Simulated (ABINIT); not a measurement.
# BeTe (F-43m): G0W0 with and without spin-orbit coupling, part 2 of 2

Wanted: the effect of spin-orbit coupling on the quasiparticle gap of BeTe (F-43m).

ABINIT 10.8.3; PBE and many-body steps on it, plane waves. Known limits of the many-body steps: not at the basis limit; exchange with frozen shells missing; screening head approximate; no spin-orbit coupling in some runs; coarse k mesh.

So far. Step 4 (Scalar-relativistic): The gap on the mesh goes from 2.03 eV to 3.38 eV, a correction of +1.35 eV. Step 5 (Empty states on the mesh, 4×4×4 mesh, 204 bands): On this mesh the gap is 1.734 eV.

### Step 7. With spin-orbit coupling

This step: G0W0 on PBE with spin-orbit coupling, plane waves, norm-conserving pseudopotentials.

run.abi reads:

```
acell 3*1.0 Angstrom
rprim 
  -0.000000000000 2.831458787600 2.831458787600
  2.831458787600 0.000000000000 2.831458787600
  2.831458787600 2.831458787600 0.000000000000
ntypat 2
znucl 4 52
natom 2
typat 1 2
xred 
  0.000000000000 0.000000000000 0.000000000000
  0.750000000000 0.750000000000 0.750000000000
pp_dirpath "pseudos"
pseudos "Be.upf, Te.upf"
ecut 38
nspinor 2
ngkpt 4 4 4
nshiftk 1
shiftk 0 0 0
kptopt 1
chksymbreak 0
istwfk *1
occopt 1
irdwfk 1
optdriver 4
nband 196
gwcalctyp 0
ecutsigx 38
symsigma 0
nkptgw 2
kptgw 
  0.0000000000 0.0000000000 0.0000000000
  0.5000000000 0.5000000000 0.0000000000
bdgw 
  17 26
  17 24
ecuteps 5.5
irdscr 1
ppmodel 1
indata_prefix "in"
outdata_prefix "out"
tmpdata_prefix "tmp"
```

Command:

```
> OMP_NUM_THREADS=1 mpirun -n 8 abinit run.abi > log
```

The program printed:

```text
.Version 10.8.3 of ABINIT. v10.8.2 released Aug 2026.

 Symmetries : space group F-4 3 m (#216); Bravais cF (face-center cubic)
[... echo of the input left out ...]
== DATASET  1 ==================================================================
-   mpi_nproc: 8, omp_nthreads: 1 (-1 if OMP is not activated)

--- !DatasetInfo
iteration_state: {dtset: 1, }
dimensions: {natom: 2, nkpt: 8, mband: 196, nsppol: 1, nspinor: 2, nspden: 1, mpw: 3479, }
cutoff_energies: {ecut:  38.0, pawecutdg:  -1.0, }
electrons: {nelect:   2.00000000E+01, charge:   0.00000000E+00, occopt:   1.00000000E+00, tsmear:   1.00000000E-02, }

 SIGMA: Calculation of the GW corrections

 Based on a program developped by R.W. Godby, V. Olevano, G. Onida, and L. Reining.
 Incorporated in ABINIT by V. Olevano, G.-M. Rignanese, and M. Torrent.
.Using double precision arithmetic ; gwpc =  8

[... cell and pseudopotentials left out ...]
--------------------------------------------------------------------------------

 ==== K-mesh for the wavefunctions ====
 Number of points in the irreducible wedge :     8
[... list of points left out ...]
 Together with 24 symmetry operations and time-reversal symmetry
 yields    64 points in the full Brillouin Zone.

 ==== Q-mesh for screening function ====
 Number of points in the irreducible wedge :     8
[... list of points left out ...]
 Together with 24 symmetry operations and time-reversal symmetry
 yields    64 points in the full Brillouin Zone.

 vcoul_init : cutoff-mode = AUXILIARY_FUNCTION
 q-points for optical limit:   1
     1)      0.000010    0.000020    0.000030
 setmesh: FFT mesh size selected  =    45x   45x   45
          total number of points  =        91125

 Number of electrons calculated from density =   20.0000; Expected =   20.0000
[...]
number of omega for Sigma on real axis              0
 max omega for Sigma on real axis  [eV]           0.00
 zcut for avoiding poles [eV]                     0.10

 EPSILON^-1 parameters (SCR file):
 dimension of the eps^-1 matrix on file            169
 dimension of the eps^-1 matrix used               169
 number of plane-waves for wavefunctions          3479
 number of bands                                   196
 number of q-points in IBZ                           8
 number of frequencies                               2
 number of real frequencies                          1
 number of imag frequencies                          1

 matrix elements of self-energy operator (all in [eV])

 Perturbative Calculation

--- !SelfEnergy_ee
iteration_state: {dtset: 1, }
kpoint     : [   0.000,    0.000,    0.000, ]
spin       : 1
KS_gap     :    3.325
QP_gap     :    4.963
Delta_QP_KS:    1.639
data: !SigmaeeData |
     Band     E0 <VxcDFT>   SigX SigC(E0)      Z dSigC/dE  Sig(E)    E-E0       E
       17   4.275 -12.399 -15.063   1.208   0.799  -0.251 -13.562  -1.163   3.112
       18   4.275 -12.399 -15.061   1.207   0.799  -0.251 -13.562  -1.163   3.112
       19   4.275 -12.399 -15.055   1.204   0.799  -0.251 -13.559  -1.159   3.116
[...]
--- !SelfEnergy_ee
iteration_state: {dtset: 1, }
kpoint     : [   0.500,    0.500,    0.000, ]
spin       : 1
KS_gap     :    4.406
QP_gap     :    5.767
Delta_QP_KS:    1.361
data: !SigmaeeData |
     Band     E0 <VxcDFT>   SigX SigC(E0)      Z dSigC/dE  Sig(E)    E-E0       E
[...]
23   6.694  -9.542  -5.373  -3.774   0.805  -0.242  -9.224   0.319   7.013
       24   6.694  -9.542  -5.373  -3.774   0.805  -0.242  -9.224   0.319   7.013

== END DATASET(S) ==============================================================
================================================================================

 -outvars: echo values of variables after computation  --------
           etotal      0.0000000000E+00
            nband         196
             nkpt           8
          spgroup         216
 [... the other variables as echoed above ...]

 Calculation completed.
```

The job ended after 2 min (8 MPI ranks of Arm Neoverse V1, shared host; peak memory 2.4 GiB; 16 min of CPU time).

Numbers from this step:

```yaml
g0w0_gap_on_the_points_computed: 3.066 eV
starting_gap_on_the_mesh: 1.734 eV
k_of_the_valence_top: 0, 0, 0
k_of_the_conduction_bottom: 0.5, 0.5, 0
z_at_the_valence_top: 0.799
z_at_the_conduction_bottom: 0.811
least_direct_g0w0_gap_on_the_computed_points: 4.962 eV
```

Against G0W0 in ABINIT (4×4×4 mesh, 98 bands, screening to 149.7 eV, Godby-Needs plasmon pole), the gap moves by −0.309 eV.

### Step 8. Side by side

Times are wall times on 8 MPI ranks of Arm Neoverse V1, shared host, good to a factor of about two. A run's time includes the screening step that it read.

| run | mesh | bands | screening cutoff (eV) | DFT gap (eV) | gap on the mesh (eV) | direct (eV) | ε∞ used | time |
| --- | --- | --- | --- | --- | --- | --- | --- | --- |
| scalar-relativistic | 4×4×4 | 98 | 149.7 | 2.028 | 3.375 | 5.291 | 7.68 | 16 s |
| with spin-orbit coupling | 4×4×4 | 196 | 149.7 | 1.734 | 3.066 | 4.962 | 7.74 | 3.6 min |

### Step 9. Summary of results

```yaml
scalar_relativistic: 3.375 eV
with_spin_orbit_coupling: 3.066 eV
known_limits: not at the basis limit; exchange with frozen shells missing; screening head approximate; no spin-orbit coupling in some runs; coarse k mesh
```

**Reading.** With spin-orbit coupling: −0.309 eV against scalar-relativistic, −0.294 eV of it in the start. Against experiment, by with spin-orbit coupling: the gap of 3.07 eV lies +0.27 eV from the measured 2.8 eV (indirect, quoted 1997); the gap of 3.07 eV lies +0.37 eV from the measured 2.7 eV (indirect, quoted 1997). These are gaps on the mesh, at modest bands and cutoff. The calculation has static nuclei and no excitons; a measured gap holds zero-point and thermal motion, which mostly lowers it. Bands and cutoff are finite, so the gap is not at the basis limit. The miss can reach some tenths of an eV and take either sign; the mesh is an error of its own. In the G0W0 runs levels were corrected at 2 k points alone, so a gap called «on the mesh» is the least over those, and an edge elsewhere would be missed. The 4×4×4 mesh is coarse for this cell, which bears on the long-range parts of exchange and screening. The norm-conserving file of at least one element keeps a d shell over frozen s and p shells of the same row. Exchange with those shells is missing from the self-energy, an error of 0.3 to 0.9 eV in cases checked, whose sign depends on which edge lies on those atoms. The long-wavelength limit of the screening leaves out the non-local commutator, which shifts ε∞.

[Paths, hosts, dates, memory and timing lines, banners, echoed tables and standing remarks are left out of the program output.]

[Logs are printed without paths, hosts, clocks, repeated set-up lines and the standing remarks that a program may print on its own settings, such as how far it seeks lower states.]

[Runs of the session that timed out or met a known fault of the program may be left out.]

[Hosts, paths, dates, database ids (printed as entryN), source tags and the programs' standing remarks are cut or masked in the printed files.]

[G0W0 gaps are taken among the corrected bands and points alone; a level outside them can change the order at an edge.]

[Where Ansatz stands beside ABINIT at settings called matched, ABINIT's density can come from a denser mesh and the files from another edition; pairs whose starting gaps differed by over 0.03 eV were left out, so agreement reads better than it is.]
